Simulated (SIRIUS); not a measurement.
# Cs (Im-3m) in SIRIUS: further runs, part 2 of 2

SIRIUS 7.12.0. Earlier steps stand in the parts before.

## 5. Equation of state, AM05, 122.48 Å³/atom

sirius.json reads:

```json
{
  "control": {
    "processing_unit": "cpu",
    "std_evp_solver_name": "lapack",
    "gen_evp_solver_name": "lapack",
    "verbosity": 2,
    "print_forces": false,
    "ortho_rf": true,
    "use_second_variation": true,
    "rmt_max": 3.0,
    "num_bands_to_print": 19,
    "save_wf": true
  },
  "parameters": {
    "electronic_structure_method": "full_potential_lapwlo",
    "xc_functionals": ["XC_GGA_X_AM05", "XC_GGA_C_AM05"],
    "core_relativity": "dirac",
    "valence_relativity": "iora",
    "num_fv_states": 19,
    "smearing": "fermi_dirac",
    "smearing_width": 0.0018374661,
    "pw_cutoff": 20,
    "gk_cutoff": 3.54,
    "lmax_apw": 10,
    "lmax_rho": 8,
    "lmax_pot": 8,
    "num_mag_dims": 0,
    "auto_rmt": 0,
    "ngridk": [6, 6, 6],
    "shiftk": [0, 0, 0],
    "num_dft_iter": 80,
    "energy_tol": 1e-07,
    "density_tol": 1e-05,
    "use_symmetry": true
  },
  "settings": {"tol_ne": 1e-10},
  "iterative_solver": {"type": "exact"},
  "mixer": {"type": "anderson", "beta": 0.5, "max_history": 8},
  "unit_cell": {
    "lattice_vectors": [
      [-5.9119421565, 5.9119421565, 5.9119421565],
      [5.9119421565, -5.9119421565, 5.9119421565],
      [5.9119421565, 5.9119421565, -5.9119421565]
    ],
    "atom_types": ["Cs"],
    "atom_files": {"Cs": "Cs.json"},
    "atoms": {"Cs": [[0.0, 0.0, 0.0]]}
  }
}
```

Cs.json reads:

```json
{
  "name": "cesium",
  "symbol": "Cs",
  "number": 55,
  "mass": 132.9054519,
  "rmin": 1e-06,
  "rmt": 2.54,
  "nrmt": 800,
  "rinf": 22.7,
  "core": "1s2s2p3s3p3d4s",
  "valence": [
    {"basis": [{"enu": -0.14, "dme": 0, "n": 0, "auto": 0}, {"enu": -0.14, "dme": 1, "n": 0, "auto": 0}]},
    {"l": 0, "n": 1, "basis": [{"enu": -0.04, "dme": 0, "n": 0, "auto": 0}]},
    {"l": 1, "n": 2, "basis": [{"enu": -0.1993, "dme": 0, "n": 0, "auto": 0}]},
    {"l": 2, "n": 3, "basis": [{"enu": -0.04, "dme": 0, "n": 0, "auto": 0}]},
    {"l": 3, "n": 4, "basis": [{"enu": -0.04, "dme": 0, "n": 0, "auto": 0}]}
  ],
  "lo": [
    {"l": 0, "basis": [{"enu": -0.04, "dme": 0, "n": 0, "auto": 0}, {"enu": -0.04, "dme": 1, "n": 0, "auto": 0}]},
    {
      "l": 0,
      "basis": [{"enu": -0.9446, "dme": 0, "n": 5, "auto": 1}, {"enu": -0.9446, "dme": 1, "n": 5, "auto": 1}]
    },
    {
      "l": 0,
      "basis": [{"enu": -0.9446, "dme": 1, "n": 5, "auto": 1}, {"enu": -0.04, "dme": 0, "n": 0, "auto": 0}]
    },
    {"l": 0, "basis": [{"enu": -0.04, "dme": 0, "n": 0, "auto": 0}, {"enu": 2.44, "dme": 0, "n": 0, "auto": 0}]},
    {
      "l": 1,
      "basis": [{"enu": -0.1993, "dme": 0, "n": 0, "auto": 0}, {"enu": -0.1993, "dme": 1, "n": 0, "auto": 0}]
    },
    {
      "l": 1,
      "basis": [{"enu": -5.8479, "dme": 0, "n": 4, "auto": 1}, {"enu": -5.8479, "dme": 1, "n": 4, "auto": 1}]
    },
    {
      "l": 1,
      "basis": [{"enu": -5.8479, "dme": 1, "n": 4, "auto": 1}, {"enu": -0.1993, "dme": 0, "n": 0, "auto": 0}]
    },
    {
      "l": 1,
      "basis": [{"enu": -0.1993, "dme": 0, "n": 0, "auto": 0}, {"enu": 2.6528, "dme": 0, "n": 0, "auto": 0}]
    },
    {"l": 2, "basis": [{"enu": -0.04, "dme": 0, "n": 0, "auto": 0}, {"enu": -0.04, "dme": 1, "n": 0, "auto": 0}]},
    {
      "l": 2,
      "basis": [{"enu": -2.6903, "dme": 0, "n": 4, "auto": 1}, {"enu": -2.6903, "dme": 1, "n": 4, "auto": 1}]
    },
    {
      "l": 2,
      "basis": [{"enu": -2.6903, "dme": 1, "n": 4, "auto": 1}, {"enu": -0.04, "dme": 0, "n": 0, "auto": 0}]
    },
    {"l": 2, "basis": [{"enu": -0.04, "dme": 0, "n": 0, "auto": 0}, {"enu": 3.184, "dme": 0, "n": 0, "auto": 0}]},
    {"l": 3, "basis": [{"enu": -0.04, "dme": 0, "n": 0, "auto": 0}, {"enu": -0.04, "dme": 1, "n": 0, "auto": 0}]},
    {"l": 3, "basis": [{"enu": -0.04, "dme": 0, "n": 0, "auto": 0}, {"enu": 2.657, "dme": 0, "n": 0, "auto": 0}]}
  ],
  "free_atom": [... radial grid and density of the free atom, the start of the SCF ...]
}
```

sirius_start.json reads:

```json
{
  "control": {
    "processing_unit": "cpu",
    "std_evp_solver_name": "lapack",
    "gen_evp_solver_name": "lapack",
    "verbosity": 1,
    "print_forces": false,
    "ortho_rf": true,
    "use_second_variation": true,
    "rmt_max": 3.0,
    "num_bands_to_print": 19,
    "save_wf": false
  },
  "parameters": {
    "electronic_structure_method": "full_potential_lapwlo",
    "xc_functionals": ["XC_LDA_X", "XC_LDA_C_PW"],
    "core_relativity": "dirac",
    "valence_relativity": "iora",
    "num_fv_states": 19,
    "smearing": "fermi_dirac",
    "smearing_width": 0.0055123983,
    "pw_cutoff": 20,
    "gk_cutoff": 2.83,
    "lmax_apw": 10,
    "lmax_rho": 8,
    "lmax_pot": 8,
    "num_mag_dims": 0,
    "auto_rmt": 0,
    "ngridk": [2, 2, 2],
    "shiftk": [0, 0, 0],
    "num_dft_iter": 30,
    "energy_tol": 0.01,
    "density_tol": 0.05,
    "use_symmetry": true
  },
  "settings": {"tol_ne": 1e-10},
  "iterative_solver": {"type": "exact"},
  "mixer": {"type": "anderson", "beta": 0.5, "max_history": 8},
  "unit_cell": {
    "lattice_vectors": [
      [-5.9119421565, 5.9119421565, 5.9119421565],
      [5.9119421565, -5.9119421565, 5.9119421565],
      [5.9119421565, 5.9119421565, -5.9119421565]
    ],
    "atom_types": ["Cs"],
    "atom_files": {"Cs": "Cs.json"},
    "atoms": {"Cs": [[0.0, 0.0, 0.0]]}
  }
}
```

The run is started by

```
$ OMP_NUM_THREADS=1 sirius.scf --input=sirius_start.json --output=start.json
$ OMP_NUM_THREADS=1 sirius.scf --input=sirius.json --output=output.json --task=1
```

Run time: 66 s. Hardware: 1 thread of Arm Neoverse V2, shared host; peak memory 0.63 GiB.

It converged, with:

```
Free energy                                       : -211822.2236 eV
Band gap on the k mesh                            : none (metal or under the smearing width)
All electrons inside the program's atomic spheres : Cs 52.43 (radii Cs 2.54 bohr)
```

## 6. Equation of state, AM05, 124.93 Å³/atom (volume scaled by 1.02)

Edit sirius.json of step 5 so:

```diff
@@ -40,5 +40,5 @@
     "lattice_vectors": [
-      [-5.9119421565, 5.9119421565, 5.9119421565],
-      [5.9119421565, -5.9119421565, 5.9119421565],
-      [5.9119421565, 5.9119421565, -5.9119421565]
+      [-5.9510952324, 5.9510952324, 5.9510952324],
+      [5.9510952324, -5.9510952324, 5.9510952324],
+      [5.9510952324, 5.9510952324, -5.9510952324]
     ],
```

Cs.json is that of step 5.

Edit sirius_start.json of step 5 so:

```diff
@@ -40,5 +40,5 @@
     "lattice_vectors": [
-      [-5.9119421565, 5.9119421565, 5.9119421565],
-      [5.9119421565, -5.9119421565, 5.9119421565],
-      [5.9119421565, 5.9119421565, -5.9119421565]
+      [-5.9510952324, 5.9510952324, 5.9510952324],
+      [5.9510952324, -5.9510952324, 5.9510952324],
+      [5.9510952324, 5.9510952324, -5.9510952324]
     ],
```

Potentials or basis: all-electron FP-LAPW, apw+lo standard.

The run is started by

```
$ OMP_NUM_THREADS=1 sirius.scf --input=sirius_start.json --output=start.json
$ OMP_NUM_THREADS=1 sirius.scf --input=sirius.json --output=output.json --task=1
```

It took 67 s on 1 thread of Arm Neoverse V2, shared host; peak memory 0.65 GiB.

It converged, with:

```
Free energy                                       : -211822.2225 eV
Band gap on the k mesh                            : none (metal or under the smearing width)
All electrons inside the program's atomic spheres : Cs 52.43 (radii Cs 2.54 bohr)
```

## 7. Equation of state, AM05, 127.38 Å³/atom (volume scaled by 1.04)

Edit sirius.json of step 6 so:

```diff
@@ -40,5 +40,5 @@
     "lattice_vectors": [
-      [-5.9510952324, 5.9510952324, 5.9510952324],
-      [5.9510952324, -5.9510952324, 5.9510952324],
-      [5.9510952324, 5.9510952324, -5.9510952324]
+      [-5.9897397907, 5.9897397907, 5.9897397907],
+      [5.9897397907, -5.9897397907, 5.9897397907],
+      [5.9897397907, 5.9897397907, -5.9897397907]
     ],
```

Cs.json is that of step 6.

Edit sirius_start.json of step 6 so:

```diff
@@ -40,5 +40,5 @@
     "lattice_vectors": [
-      [-5.9510952324, 5.9510952324, 5.9510952324],
-      [5.9510952324, -5.9510952324, 5.9510952324],
-      [5.9510952324, 5.9510952324, -5.9510952324]
+      [-5.9897397907, 5.9897397907, 5.9897397907],
+      [5.9897397907, -5.9897397907, 5.9897397907],
+      [5.9897397907, 5.9897397907, -5.9897397907]
     ],
```

The run is started by

```
$ OMP_NUM_THREADS=1 sirius.scf --input=sirius_start.json --output=start.json
$ OMP_NUM_THREADS=1 sirius.scf --input=sirius.json --output=output.json --task=1
```

It took 71 s on 1 thread of Arm Neoverse V2, shared host; peak memory 0.66 GiB.

It converged, with:

- Free energy: -211822.2209 eV
- Band gap on the k mesh: none (metal or under the smearing width)
- All electrons inside the program's atomic spheres: Cs 52.43 (radii Cs 2.54 bohr)

## 8. Equation of state, AM05, 129.83 Å³/atom (volume scaled by 1.06)

Edit sirius.json of step 7 so:

```diff
@@ -40,5 +40,5 @@
     "lattice_vectors": [
-      [-5.9897397907, 5.9897397907, 5.9897397907],
-      [5.9897397907, -5.9897397907, 5.9897397907],
-      [5.9897397907, 5.9897397907, -5.9897397907]
+      [-6.0278920282, 6.0278920282, 6.0278920282],
+      [6.0278920282, -6.0278920282, 6.0278920282],
+      [6.0278920282, 6.0278920282, -6.0278920282]
     ],
```

Cs.json is that of step 7.

Edit sirius_start.json of step 7 so:

```diff
@@ -40,5 +40,5 @@
     "lattice_vectors": [
-      [-5.9897397907, 5.9897397907, 5.9897397907],
-      [5.9897397907, -5.9897397907, 5.9897397907],
-      [5.9897397907, 5.9897397907, -5.9897397907]
+      [-6.0278920282, 6.0278920282, 6.0278920282],
+      [6.0278920282, -6.0278920282, 6.0278920282],
+      [6.0278920282, 6.0278920282, -6.0278920282]
     ],
```

The run is started by

```
$ OMP_NUM_THREADS=1 sirius.scf --input=sirius_start.json --output=start.json
$ OMP_NUM_THREADS=1 sirius.scf --input=sirius.json --output=output.json --task=1
```

It took 72 s on 1 thread of Arm Neoverse V2, shared host; peak memory 0.66 GiB.

The run converged. Its results:

| Property | Result |
| --- | --- |
| Free energy | -211822.2189 eV |
| Band gap on the k mesh | none (metal or under the smearing width) |
| All electrons inside the program's atomic spheres | Cs 52.43 (radii Cs 2.54 bohr) |

## 9. Equation of state, AM05

Potentials or basis: all-electron FP-LAPW, apw+lo standard.

This step only gathers the single runs of the series.

Results:

| Quantity | Value |
| --- | --- |
| Equilibrium volume | 118.33 Å³/atom |
| Bulk modulus | 2.0 GPa |
| Pressure derivative of the bulk modulus | 5.9 (rough: it moves with the points fitted) |

Energy against volume, from the lowest point:
| volume (Å³/atom) | energy (meV/atom) |
| --- | --- |
| 115.128 | 0.54 |
| 117.578 | 0.00 |
| 120.027 | 0.09 |
| 122.477 | 0.83 |
| 124.926 | 1.95 |
| 127.376 | 3.52 |
| 129.825 | 5.50 |

The run has no spin-orbit coupling, so splittings on Cs are missing.
